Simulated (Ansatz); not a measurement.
# BN: the cost of one run

Computed with Ansatz 0.2.0 (DFT r2SCAN, scalar-relativistic, plane waves, PAW, unless a step's input says otherwise).

### Step 1. The system as given

Symmetry: P6_3mc, No. 186, hexagonal system. The conventional cell has a = 2.554 Å, b = 2.554 Å, c = 4.227 Å, α = 90.00°, β = 90.00°, γ = 120.00°. B (site symmetry 3m) has 4 N at 1.57 to 1.58 Å as nearest neighbours. N (site symmetry 3m) has 4 B at 1.57 to 1.58 Å as nearest neighbours.

Coordinates:

```
CELL_PARAMETERS angstrom
2.55394 0.00000 0.00000
-1.27697 2.21178 0.00000
0.00000 0.00000 4.22685
ATOMIC_POSITIONS crystal
B 0.66667 0.33333 0.99972
B 0.33333 0.66667 0.49972
N 0.66667 0.33333 0.62528
N 0.33333 0.66667 0.12528
```

It goes back to an entry of the Materials Project, which need not be the stable form.

No relaxation comes first: the listed cell is the starting point.

### Step 2. The reference cell

Reference values: F = -1087.9318 eV; pressure -4.74 GPa; largest force 0.025 eV/Å; gap on the mesh 5.76 eV. It was computed beforehand with the settings of the runs below.

### Step 3. The scan: one atom moved over a plane

Atom 1 (B) is moved by p along (0.000, 1.000, 0.000) and q along (0.000, 0.000, 1.000) (Å), all else fixed; its images in the other cells move with it. Points alike by symmetry are run once.

### Step 4. p = -0.450, q = -0.450

input.yaml

```yaml
crystal:
  lattice:
    - [2.5539396017, 0.0, 0.0]
    - [-1.2769698009, 2.2117765748, 0.0]
    - [0.0, 0.0, 4.226855]
  atoms:
    - { symbol: B, position: [0.5649384892, 0.1298769783, 0.8932618668] }
    - { symbol: B, position: [0.3333333333, 0.6666666667, 0.499724] }
    - { symbol: "N", position: [0.6666666667, 0.3333333333, 0.625276] }
    - { symbol: "N", position: [0.3333333333, 0.6666666667, 0.125276] }
basis:
  ecutwfc: 500
kpoints:
  mp_grid: { grid: [12, 12, 6] }
hamiltonian:
  xc: r2scan
scf:
  occupations: { method: gaussian, width: 0.05 }
output:
  forces: true
  stress: true
  eigenvalues: true
```

Run with:

```console
$ ansatz run input.yaml --threads 1 --pin off --max-ram 2560MiB --backend cpu --events-out ev --progress --plain --runs-dir out
```

Q: Estimate wall time and peak memory on 1 thread of Arm Neoverse V2, shared host.

About 16 s, with a peak of 0.43 GiB.
